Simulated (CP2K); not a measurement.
Runs of CP2K 2026.2 on Rh. The structure is cubic, space group Fm-3m (No. 225). Conventional cell: a = 3.796 Å, b = 3.796 Å, c = 3.796 Å, α = 90.00°, β = 90.00°, γ = 90.00°. Rh (site symmetry m-3m) is surrounded by 12 Rh at 2.68 Å. 

```csv
task,level,potentials or basis,cell,smearing,EPS_DEFAULT,potentials,gap on the mesh (eV),pressure (GPa),V0 of scaled cells (Å³/atom),B0 (GPa)
equation of state,LDA,GTH_POTENTIALS Rh GTH-PADE-q17; TZVP-MOLOPT-PBE-GTH basis,as given,fermi-dirac 0.1 eV,1.0E-9,Rh GTH-PADE-q17 of GTH_POTENTIALS,-,-,12.91,312
single point,PBEsol,POTENTIAL_UZH Rh GTH-PBE-q17; TZVP-MOLOPT-PBE-GTH basis,cell strained at random at fixed volume,fermi-dirac 0.05 eV,1.0E-10,Rh GTH-PBE-q17 of POTENTIAL_UZH,none,0.1,-,-
equation of state,PBEsol,POTENTIAL_UZH Rh GTH-PBE-q17; TZVP-MOLOPT-PBE-GTH basis,as given,fermi-dirac 0.05 eV,1.0E-10,Rh GTH-PBE-q17 of POTENTIAL_UZH,-,-,13.62,(a)
single point,PBEsol,POTENTIAL_UZH Rh GTH-PBE-q17; TZVP-MOLOPT-PBE-GTH basis,as given,fermi-dirac 0.05 eV,1.0E-10,Rh GTH-PBE-q17 of POTENTIAL_UZH,none,(b),-,-
```

Alike in all rows: no spin polarisation; k mesh 12 × 12 × 12.

Task: Fill in the values left out.

Result: (a) 300; (b) -1.2.

Caveats: the basis of atomic orbitals isn't converged, which shifts pressures, moduli and gaps; the potentials were made for another functional, which shifts forces and pressure (some runs).

A k mesh can miss the band edges, and the runs leave out spin-orbit coupling on Rh.

A gap of «none» marks a metal or a gap under the smearing width.
